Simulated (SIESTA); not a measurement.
Runs of SIESTA 5.4.2 on GaP. It takes space group F-43m (No. 216, cubic). Conventional cell: a = 5.451 Å, b = 5.451 Å, c = 5.451 Å, α = 90.00°, β = 90.00°, γ = 90.00°. Ga (site symmetry -43m) has 4 P at 2.36 Å as nearest neighbours. Around P (site symmetry -43m) lie 4 Ga at 2.36 Å. 

```tsv
task	level	potentials or basis	spin	cell	k mesh	smearing	displacement	mixed quantity	grid cutoff	energy shift	other keys	gap on the mesh (eV)	pressure (GPa)	moment (μB)
band structure	PBEJsJrLO	PseudoDojo 0.4 standard (PBE files, fully relativistic), DZ (energy shift 0.005 Ry)	non-collinear, ferromagnetic start, SOC	as given	6 × 6 × 6	fermi-dirac 0.05 eV	-	-	800 Ry	0.005 Ry	-	1.78	(a)	0.00
phonons	BP86	PseudoDojo 0.4 standard (PBE files, fully relativistic), DZ (energy shift 0.002 Ry; radii capped at 9.5 bohr)	non-collinear, ferromagnetic start, SOC	as given	6 × 6 × 6	fermi-dirac 0.05 eV	0.04 bohr	-	1200 Ry	0.002 Ry	-	-	-	0.00
band structure	SOGGA	PseudoDojo 0.4 standard (PBEsol files), SZP (energy shift 0.005 Ry)	off	as given	8 × 8 × 8	fermi-dirac 0.01 eV	-	density	800 Ry	0.005 Ry	mix = density; smearing = fermi-dirac; width = 0.01	1.51	(b)	-
atomic charges	vdW-DF2	PseudoDojo 0.4 standard (PBE files), DZP (energy shift 0.002 Ry; radii capped at 9.5 bohr)	off	volume scaled by 0.8	8 × 8 × 8	fermi-dirac 0.05 eV	-	-	800 Ry	0.002 Ry	-	1.44	43.8	-
```

**Question.** Fill in the values left out.

**Answer.** (a) 3.8; (b) 0.4.

Caveats: the potentials were made for another functional, which shifts forces and pressure; the basis of atomic orbitals isn't converged, which shifts pressures, moduli and gaps; semicore shells carry a single zeta, which can move pressures by several GPa and volumes by a few percent (some runs); the basis has no polarisation orbitals (some runs); the cell wasn't relaxed at this level first, so stress shifts the frequencies and moduli (some runs); no splitting of longitudinal and transverse optical modes (some runs).

A k mesh can miss the band edges, and rows without SOC leave out spin-orbit coupling on Ga.

Runs at the PBE level aren't shown here.
